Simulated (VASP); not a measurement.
## VASP 6.6.1 run: LiF

INCAR

```
SIGMA = 0.02
NBANDS = 12
METAGGA = MS2
ISMEAR = -1
NELM = 120
EDIFF = 1E-7
LWAVE = .FALSE.
LREAL = .FALSE.
PREC = Accurate
LASPH = .TRUE.
ISIF = 2
NSW = 0
LCHARG = .FALSE.
ENCUT = 520
IBRION = -1
```

KPOINTS

```
KPOINTS created by Atomic Simulation Environment
0
Gamma
10 10 10
0 0 0
```

POSCAR

```
Li F
 1.0000000000000000
     0.0000000000000000    1.9948717434000001    1.9948717434000001
     2.0120276403999999    0.0000000000000000    1.9948717434000001
     2.0120276403999999    1.9948717434000001    0.0000000000000000
 Li  F
   1   1
Cartesian
  0.0000000000000000  0.0000000000000000  0.0000000000000000
  2.0120276403999995  1.9948717434000001  1.9948717434000001
```

The recommended PBE PAW datasets give the neutral cell 10 valence electrons.

Command

```
mpirun -np 1 vasp_std
```

OSZICAR

```
N       E                     dE             d eps       ncg     rms          rms(c)
DAV:   1     0.231285804514E+02    0.23129E+02   -0.52163E+03  2552   0.807E+02
DAV:   2    -0.156581314612E+02   -0.38787E+02   -0.37672E+02  2988   0.181E+02
DAV:   3    -0.166048178079E+02   -0.94669E+00   -0.94420E+00  3176   0.247E+01
DAV:   4    -0.166111333735E+02   -0.63156E-02   -0.63153E-02  2760   0.220E+00
DAV:   5    -0.166111988857E+02   -0.65512E-04   -0.65512E-04  3108   0.170E-01    0.403E+00
DAV:   6    -0.129856797786E+02    0.36255E+01   -0.14889E+00  2528   0.118E+01    0.142E+00
DAV:   7    -0.130523555902E+02   -0.66676E-01   -0.50617E-01  3440   0.576E+00    0.129E+00
DAV:   8    -0.131306255658E+02   -0.78270E-01   -0.56869E-01  2508   0.474E+00    0.163E+00
DAV:   9    -0.130818669050E+02    0.48759E-01   -0.15911E-01  2468   0.256E+00    0.438E-01
DAV:  10    -0.130737959217E+02    0.80710E-02   -0.27554E-02  2816   0.131E+00    0.437E-02
DAV:  11    -0.130736566663E+02    0.13926E-03   -0.54824E-04  2676   0.149E-01    0.560E-02
DAV:  12    -0.130736282331E+02    0.28433E-04   -0.11260E-04  2516   0.650E-02    0.161E-02
DAV:  13    -0.130736118910E+02    0.16342E-04   -0.25563E-05  3188   0.372E-02    0.112E-03
DAV:  14    -0.130736111618E+02    0.72928E-06   -0.21969E-07  2808   0.443E-03    0.421E-04
DAV:  15    -0.130736111543E+02    0.74197E-08   -0.45806E-08  2580   0.205E-03
   1 F= -.13073611E+02 E0= -.13073611E+02  d E =-.613677E-11
```

From OUTCAR

```
k-points           NKPTS =    102   k-points in BZ     NKDIM =    102   number of bands    NBANDS=     12

   NELECT =      10.0000    total number of electrons

   dimension x,y,z NGX =    24 NGY =   24 NGZ =   24
   dimension x,y,z NGXF=    48 NGYF=   48 NGZF=   48

  energy-cutoff  :      520.00
  volume of cell :       16.01
      direct lattice vectors                 reciprocal lattice vectors
     0.000000000  1.994871743  1.994871743    -0.248505532  0.250642680  0.250642680
     2.012027640  0.000000000  1.994871743     0.248505532 -0.250642680  0.250642680
     2.012027640  1.994871743  0.000000000     0.248505532  0.250642680 -0.250642680

 k-points in reciprocal lattice and weights: KPOINTS created by Atomic Simulation Env
   0.00000000  0.00000000  0.00000000       0.001
   0.10000000  0.00000000  0.00000000       0.008
   0.20000000  0.00000000  0.00000000       0.008
   0.30000000  0.00000000  0.00000000       0.008
   0.40000000  0.00000000  0.00000000       0.008
   0.50000000 -0.00000000 -0.00000000       0.004
   0.10000000  0.10000000  0.00000000       0.004
   0.20000000  0.10000000  0.00000000       0.016
   ...

 E-fermi :  -0.8494

 k-point     1 :       0.0000    0.0000    0.0000
  band No.  band energies     occupation
      1     -43.1214      2.00000
      2     -22.8201      2.00000
      3      -1.2937      2.00000
      4      -1.2936      2.00000
      5      -1.2723      2.00000
      6       8.5070      0.00000
      7      23.6989      0.00000
      8      23.7895      0.00000
      9      23.8573      0.00000
     10      23.8574      0.00000
     11      23.9268      0.00000
     12      23.9269      0.00000

 k-point     2 :       0.1000    0.0000    0.0000
  band No.  band energies     occupation
      1     -43.1157      2.00000
      2     -22.7842      2.00000
      3      -1.5790      2.00000
      4      -1.3162      2.00000
      5      -1.3047      2.00000
      6       8.8002      0.00000
      7      20.8199      0.00000
      8      22.3562      0.00000
      9      22.5027      0.00000
     10      24.9543      0.00000
     11      25.0209      0.00000
     12      25.1044      0.00000

 k-point     3 :       0.2000    0.0000    0.0000
  band No.  band energies     occupation
      1     -43.1006      2.00000
      2     -22.6871      2.00000
      3      -2.2808      2.00000
      4      -1.3739      2.00000
      5      -1.3708      2.00000
      6       9.4503      0.00000
      7      18.3039      0.00000
      8      20.8011      0.00000
      9      20.9662      0.00000
     10      26.0423      0.00000
     11      26.3424      0.00000
     12      26.3621      0.00000

 k-point     4 :       0.3000    0.0000    0.0000
  band No.  band energies     occupation
      1     -43.0816      2.00000
      2     -22.5625      2.00000
      3      -3.0589      2.00000
      4      -1.4496      2.00000
      5      -1.4429      2.00000
      6       9.9724      0.00000
      7      16.8643      0.00000
      8      19.5053      0.00000
      9      19.6724      0.00000
     10      27.4041      0.00000
     11      28.1004      0.00000
     12      28.1270      0.00000

 ...

  Total       -0.1945691     -0.1388262     -0.1388262      0.0000000      0.0000000      0.0000000
  in kB      -19.4666173    -13.8895439    -13.8895439      0.0000000      0.0000000      0.0000000
  external PRESSURE =     -15.7485684 kB  Pullay stress =       0.0000000 kB

 POSITION                                       TOTAL-FORCE (eV/Angst)
 -----------------------------------------------------------------------------------
      0.00000      0.00000      0.00000         0.000000      0.000000     -0.000000
      2.01203      1.99487      1.99487         0.000000     -0.000000      0.000000
 -----------------------------------------------------------------------------------
    total drift:                               -0.000000     -0.000000      0.000000

  FREE ENERGIE OF THE ION-ELECTRON SYSTEM (eV)
  ---------------------------------------------------
  free  energy   TOTEN  =       -13.0736111543 eV

  energy  without entropy=      -13.0736111543  energy(sigma->0) =      -13.07361115
```

It converged. Results: gap between bands v and c on the k mesh 9.78 eV; least direct gap on the k mesh 9.78 eV; pressure -1.6 GPa. Band v is the last that the valence electrons fill when counted band by band, and c is the next.

For comparison, a separate PBE run of the intended cell, on usual settings and not on those above, gives a gap of 9.26 eV on its mesh and a pressure of 3.3 GPa.

The run above took about 57 s on one core of a shared host (Intel Xeon Platinum 8488C) and held 0.14 GiB at most.
